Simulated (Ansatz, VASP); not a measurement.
## One calculation of Bi, two programs

File INCAR:

```
  PREC = Accurate
  ENCUT = 520
  EDIFF = 1E-7
  ISMEAR = -1
  SIGMA = 0.05
  LREAL = False
  LASPH = True
  NELM = 60
  ALGO = Normal
  ISIF = 2
  LWAVE = False
  LCHARG = True
  GGA = PS
  LELF = True
  LVHAR = True
  NBANDS = 22
```

KPOINTS

```
Automatic mesh
0
Gamma
  6 6 9
```

Contents of POSCAR:

```
Bi
1.0
    3.4885980000     -3.1325780000      0.0000000000
    3.4885980000      3.1325780000      0.0000000000
   -1.2602350000      0.0000000000      3.1135500000
Bi
2
Direct
    0.7530610000      0.7530610000      0.8573820000
    0.2469390000      0.2469390000      0.1426180000
```

input.yaml

```yaml
crystal:
  lattice:
    - [3.488598, -3.132578, 0.0]
    - [3.488598, 3.132578, 0.0]
    - [-1.260235, 0.0, 3.11355]
  atoms:
    - { symbol: Bi, position: [0.753061, 0.753061, 0.857382] }
    - { symbol: Bi, position: [0.246939, 0.246939, 0.142618] }
hamiltonian:
  xc: pbesol
  pseudopotentials: { kind: paw }
kpoints:
  mp_grid: { grid: [6, 6, 9] }
scf:
  occupations: { method: fermi_dirac, width: 0.05 }
output:
  forces: true
  stress: true
  eigenvalues: true
```

This isn't the form of Bi at room conditions, which is rhombohedral.

Alike in both runs: task single point; functional PBEsol; k mesh 6 × 6 × 9; occupations fermi-dirac, width 0.05 eV; no spin polarisation.

```csv
,VASP,Ansatz
version,VASP 6.6.1,Ansatz 0.2.0
potentials or method,"VASP PAW PBE potentials, release 64 (Bi_d)",Ansatz PAW
plane-wave cutoff (eV),520,420
valence electrons in the cell,30,30
```

|  | VASP | Ansatz | Ansatz less VASP |
| --- | --- | --- | --- |
| gap on the k mesh at the Fermi level (eV) | none | none | - |
| pressure (GPa) | -2.5 | -2.5 | +0.07 |
| largest component of the traceless stress (GPa) | 0.72 | 0.72 | -0.005 |
| rms of the force components (eV/Å) | 0.033 | 0.034 | +0.0013 |

Atom by atom the forces differ by 0.001 eV/Å (rms over components). A gap of «none» marks a metal or a gap that the smearing closes.

Caveats: spin-orbit coupling is left out, which moves the levels of the heavy elements; the PAW data sets were made with another functional, which shifts forces and pressure a little (VASP); the PAW data sets come from PBE, with cores solved anew for the run's functional, which leaves a small shift of forces and pressure (Ansatz).
